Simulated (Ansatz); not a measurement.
## Redistribution: C4H9ClO + C5H12 → C4H10O + C5H11Cl

Species: C4H9ClO (2-chloroethyl ethyl ether) `CCOCCCl`, singlet; C5H12 (pentane) `CCCCC`, singlet; C4H10O (diethyl ether) `CCOCC`, singlet; C5H11Cl (1-chloropentane) `CCCCCCl`, singlet. The partners trade Cl for H; both sit on C, so the bond types are kept.

Shapes, held fixed at every level: PBE0-D4/def2-TZVP. Flexible molecules stand in one conformer, not always the lowest. Programs: Ansatz 0.2.0. Electronic energies: no zero-point or thermal term.

```json
{"level": "HF/def2-TZVPP", "kind": "Hartree–Fock", "ΔE (kJ/mol)": "-6.1", "less CCSD(T)/CBS estimate": "+0.8"}
{"level": "r2SCAN-D4/def2-TZVPP", "kind": "meta-GGA", "ΔE (kJ/mol)": "-8.0", "less CCSD(T)/CBS estimate": "-1.1"}
{"level": "BHLYP-D4/def2-TZVPP", "kind": "global hybrid", "ΔE (kJ/mol)": "-7.4", "less CCSD(T)/CBS estimate": "-0.5"}
{"level": "wB97M-V/def2-TZVPP", "kind": "range-separated hybrid", "ΔE (kJ/mol)": "-7.6", "less CCSD(T)/CBS estimate": "-0.7"}
{"level": "B2PLYP/def2-TZVPP", "kind": "double hybrid", "ΔE (kJ/mol)": "-7.1", "less CCSD(T)/CBS estimate": "-0.2"}
{"level": "MP2/def2-SVP", "kind": "perturbation theory", "ΔE (kJ/mol)": "-7.1", "less CCSD(T)/CBS estimate": "-0.2"}
{"level": "CCSD(T)/def2-TZVPP", "kind": "coupled cluster or CI", "ΔE (kJ/mol)": "-6.6", "less CCSD(T)/CBS estimate": "+0.3"}
{"level": "CCSD(T)/CBS estimate", "kind": "coupled cluster or CI", "ΔE (kJ/mol)": "-6.9", "less CCSD(T)/CBS estimate": "0.0"}
```

The highest level, CCSD(T)/CBS estimate, gives ΔE = -6.9 kJ/mol; the levels span -8.0 to -6.1. The column of differences is taken from that level and isn't an error. No measured value is set beside it here. The CBS estimate extrapolates MP2 from def2-TZVPP and def2-QZVPP and adds CCSD(T) − MP2 in the triple-zeta set, cores frozen.
